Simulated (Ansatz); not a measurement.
# Co under changes of volume

One of the cells (10.688 Å³/atom); the others are scaled copies at fixed shape and fractional positions:

```
CELL_PARAMETERS angstrom
2.47056 0.00000 0.00000
-1.23528 2.13957 0.00000
0.00000 0.00000 8.08823
ATOMIC_POSITIONS crystal
Co 0.66667 0.33333 0.75000
Co 0.00000 0.00000 0.50000
Co 0.33333 0.66667 0.25000
Co 0.00000 0.00000 0.00000
```

```yaml
Program: Ansatz 0.2.0
Functional: BLYP
Dispersion: D3(BJ)
Potentials_or_basis: Ansatz PAW
Cutoff: "420 eV (not typed: the program's choice for these potentials)"
k_mesh: 12 × 12 × 4
Occupations: fermi-dirac, width 0.05 eV
Spin: collinear spin, ferromagnetic start
Starting_moments: "[2.0, 2.0, 2.0, 2.0] μB"
```

```csv
volume (Å³/atom),energy over the lowest point (meV/atom),pressure (GPa),moment (μB per cell)
10.047,22.50,13.7,6.11
10.261,?,?,?
10.475,1.13,3.1,6.33
10.688,0.00,-1.3,6.45
10.902,4.39,-5.3,6.54
11.116,13.92,-9.0,6.61
11.330,28.09,-12.2,6.67
```

What does the run at 10.261 Å³/atom give?

Energy over the lowest point 8.31 meV/atom; pressure 8.0 GPa; moment 6.21 μB per cell.

Worked out: A Birch-Murnaghan fit of order 3 (a polynomial in V^(-2/3)) to the other rows has its minimum at 10.62 Å³/atom with B0 = V·E''(V) = 214 GPa and B' = 3.7 at fixed shape and positions, which overstates the stiffness. It gives 8.44 meV/atom at 10.261 Å³/atom, against the run's 8.31, and -dE/dV = 7.9 GPa, against 8.0. A parabola through the other rows of the moment, of slope 0.556 μB per Å³/atom there, gives 6.23 μB, against the run's 6.21.

Energies are extrapolated to zero smearing.

Caveats: pairwise dispersion overbinds metals, which lowers pressure and volume; the PAW data sets come from PBE, with cores solved anew for the run's functional, which leaves a small shift of forces and pressure.
